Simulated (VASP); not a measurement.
CuO:

```
Cu O
1.0
     0.00000    2.32725    2.32725
     2.32725    0.00000    2.32725
     2.32725    2.32725    0.00000
Cu O
1 1
Direct
  0.00000 0.00000 0.00000
  0.25000 0.25000 0.25000
```

Measurements of this composition are mostly on another form, of space group No. 15.

Base run:

| Item | Value |
| --- | --- |
| Program | VASP 6.6.1 |
| Functional | PBEsol |
| Potentials or basis | VASP PAW PBE potentials, release 64 (Cu, O) |
| Cutoff | 520 eV |
| k mesh | 7 × 7 × 7 |
| Occupations | gaussian, width 0.05 eV |
| Spin | collinear spin, ferromagnetic start |
| Starting moments | [0.6, 0.0] μB |
| Hubbard terms | Cu d U = 8 eV |

Its results: band gap on the k mesh none (metal or under the smearing width); pressure -16.0 GPa; net moment 1.00 μB per cell; site moments Cu +0.47; O +0.48 μB.

Q: The run is repeated on the same cell with these changes: hubbard terms from Cu d U = 8 eV to Cu d U = 2 eV. What comes out?

A: Band gap on the k mesh none (metal or under the smearing width); pressure -15.1 GPa; net moment 0.75 μB per cell; site moments Cu +0.44; O +0.28 μB.

Caveats: the PAW data sets were made with another functional, which shifts forces and pressure a little; a cell with one magnetic atom can't hold antiferromagnetic order, which such compounds often take.
